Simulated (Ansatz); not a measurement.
Molecular dynamics on a 1×1×2 supercell (8 atoms) of InSe (C2/m), relaxed with r2SCAN+rVV10. Forces come from PBE in the PAW code Ansatz: a Nosé-Hoover thermostat at fixed volume, 1000 K, steps of 1 fs. Computed, non-magnetic; the trajectory is short and the cell small, so nothing here is a converged average.

```yaml
crystal:
  lattice:
    - [5.8791298182, -2.0549041834, 0.0681376776]
    - [5.8791298182, 2.0549041834, 0.0681376776]
    - [-3.3666467102, 0.0, 8.771778203]
  atoms:
    - { symbol: In, position: [0.1131987515, 0.1131987515, 0.4825655223] }
    - { symbol: In, position: [0.8868012485, 0.8868012485, 0.0174344777] }
    - { symbol: Se, position: [0.3425800518, 0.3425800518, 0.1754719075] }
    - { symbol: Se, position: [0.6574199482, 0.6574199482, 0.3245280925] }
    - { symbol: In, position: [0.1131987515, 0.1131987515, 0.9825655223] }
    - { symbol: In, position: [0.8868012485, 0.8868012485, 0.5174344777] }
    - { symbol: Se, position: [0.3425800518, 0.3425800518, 0.6754719075] }
    - { symbol: Se, position: [0.6574199482, 0.6574199482, 0.8245280925] }
kpoints:
  mp_grid: { grid: [4, 4, 2] }
hamiltonian:
  xc: pbe
scf:
  occupations: { method: fermi_dirac, width: 0.086 }
md:
  ensemble: nvt_nose_hoover
  temperature: 1000
  timestep: 1.0
  n_steps: 30
  initial_velocities: maxwell_boltzmann
  seed: 1459
```

Command: `ansatz run input.yaml --threads 4 --pin off --max-ram 4608MiB --backend cpu --events-out ev --progress --plain --runs-dir out`.

Question: It ran on 4 threads of Arm Neoverse N1 (shared host). About how long did it take, and how much host memory at the peak?

Answer: About 3.3 min, with a peak of 0.86 GiB.

```csv
step,t (fs),T (K),free energy F from step 0 (meV/atom),kinetic energy (meV/atom),largest force (eV/Å)
0,0,1000,0.0,113.1,0.25
1,1,1001,-0.1,113.2,0.27
2,2,1001,-0.1,113.2,0.30
3,3,999,0.1,113.0,0.33
4,4,995,0.6,112.5,0.37
5,5,990,1.1,112.0,0.40
6,6,983,1.9,111.2,0.44
7,7,975,2.8,110.3,0.48
8,8,966,3.9,109.2,0.52
9,9,955,5.1,108.0,0.56
10,10,943,6.5,106.6,0.60
11,11,930,8.0,105.1,0.64
12,12,915,9.6,103.5,0.68
13,13,900,11.4,101.8,0.72
14,14,884,13.2,99.9,0.76
15,15,866,15.2,98.0,0.80
16,16,848,17.2,96.0,0.84
17,17,830,19.3,93.8,0.88
18,18,810,21.5,91.7,0.91
19,19,791,23.8,89.4,0.95
20,20,770,26.1,87.1,0.99
21,21,750,28.5,84.8,1.03
22,22,729,30.9,82.4,1.06
23,23,708,33.3,80.1,1.10
24,24,687,35.7,77.7,1.13
25,25,665,38.2,75.3,1.16
26,26,644,40.6,72.9,1.20
27,27,623,43.0,70.5,1.23
28,28,603,45.4,68.2,1.25
29,29,582,47.8,65.8,1.28
30,30,562,50.1,63.6,1.31
```

The temperature goes from 1000 K to 562 K in 30 fs. The thermostat hasn't had time to restore it. The atoms start on their lattice sites with kinetic energy alone, so much of it first passes into potential energy. By the last step the atoms have moved 0.13 Å in the root mean square, the drift of the whole cell taken out, 0.18 Å at most.

Positions (Å) and forces (eV/Å) at step 30:
```
In  -0.314  -0.094   4.280     1.000   0.468   0.125
In  10.362  -0.047   0.308    -0.468  -0.217  -0.395
Se   3.317  -0.103   1.550     0.953   0.476   0.756
Se   6.698   0.139   2.829    -0.210  -0.844   0.388
In  -2.020   0.030   8.724    -0.164  -0.124  -0.972
In   8.750   0.146   4.608    -0.681  -0.573  -0.005
Se   1.862  -0.059   6.037    -0.539   0.728  -0.374
Se   4.913  -0.028   7.250     0.109   0.087   0.477
```
